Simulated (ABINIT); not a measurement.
Input of an ABINIT 10.8.3 (patched build) run:

File run.abi:

```
# Pseudopotentials
pp_dirpath "./"
pseudos "Zr.upf, C.upf"

# Structure
acell 3*1.0 Angstrom
rprim
     0.0000000000     2.3217405500     2.3217405500
     2.3217405500     0.0000000000     2.3217405500
     2.3217405500     2.3217405500     0.0000000000
ntypat 2
znucl 40 6
natom 2
typat 1 2
xred
     0.5000000000     0.5000000000     0.5000000000
     0.0000000000     0.0000000000     0.0000000000
chkprim 0
chksymtnons 0
tolsym 1.0e-6

# Plane-wave basis
ecut 41.0

# k points
kptopt 1
ngkpt 8 8 8
nshiftk 1
shiftk 0.0 0.0 0.0

# Exchange and correlation
ixc 7

# Bands and occupations
nband 12
occopt 3
tsmear 0.05 eV

# SCF cycle
nstep 100
tolvrs 1.0e-10

# Output
iomode 3
prtwf 0
prtden 0
prteig 0
prtebands 0
enunit 2
```

Potentials or basis: PseudoDojo NC SR LDA v0.4.1 standard.

The run is started by

```console
$ mpirun --bind-to none -np 4 abinit run.abi > log 2>&1
```

(1) Predict the pressure.

(2) Predict the band gap on the k mesh.

## Answers

(1) -0.1 GPa.

(2) none (metal or under the smearing width).
